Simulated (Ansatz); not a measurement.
Wurtzite AlN, relaxed with r2SCAN in Ansatz: it is hexagonal, P6_3mc (No. 186); conventional cell a = 3.107 Å, c = 4.979 Å, 10.40 Å³ an atom. Around Al lie 4 N at 1.89–1.90 Å; around N lie 4 Al at 1.89–1.90 Å. It was then strained (epitaxial in the xy plane), atoms relaxed again within the symmetry left. Unstrained, HSE06 gives 5.599 eV (Γ, 6×6×4 mesh), and the band edges keep their places in every row. The normal direction was relaxed to zero stress. Stress is positive in compression. (Simulation; spin polarisation is off.)

Axes as in this cell:
```yaml
crystal:
  lattice:
    - [3.10669, 0.00000, 0.00000]
    - [-1.55335, 2.69048, 0.00000]
    - [0.00000, 0.00000, 4.97859]
  atoms:
    - { symbol: Al, position: [0.33333, 0.66667, 0.99670] }
    - { symbol: Al, position: [0.66667, 0.33333, 0.49670] }
    - { symbol: N, position: [0.33333, 0.66667, 0.37830] }
    - { symbol: N, position: [0.66667, 0.33333, 0.87830] }
```

| strain (%) | ε | ΔE_g, HSE06 (eV) | Δσ_xx, r2SCAN (GPa) |
| --- | --- | --- | --- |
| -3.0 | -0.0300 | +0.446 | +16.54 |
| +1.5 | +0.0150 | -0.324 | -6.89 |
| +4.37 | +0.0437 | -0.915 | -17.66 |

(1) Fit ΔE_g = a x + b x² to these rows by least squares, with x = ε.

(2) Fit the change of σ_xx in the same way.

(3) Predict the withheld row at +1.85 % (x = +0.0185).

Results:

(1) The normal equations take Σx² = 3.035e-03, Σx³ = 5.983e-05, Σx⁴ = 4.508e-06, ΣxΔE = -5.823e-02 and Σx²ΔE = -1.419e-03, and give a = -17.58 eV, b = -81.4 eV; the largest residual is 0.042 eV.

(2) Δσ_xx = -491.2 x + (1997) x² GPa. The slope, 491 GPa, is the biaxial modulus of the film.

(3) ΔE_g ≈ -17.58 × (+0.0185) + (-81.4) × (+0.0185)² = -0.353 eV, and Δσ_xx ≈ -8.40 GPa. The runs give -0.397 eV and -8.39 GPa, off by -0.044 eV and +0.01 GPa. The gap misses by more than the fit's residuals, so the curve isn't a clean parabola there.

The meshes of the hybrids are coarse, so their gaps aren't converged to the digits shown.
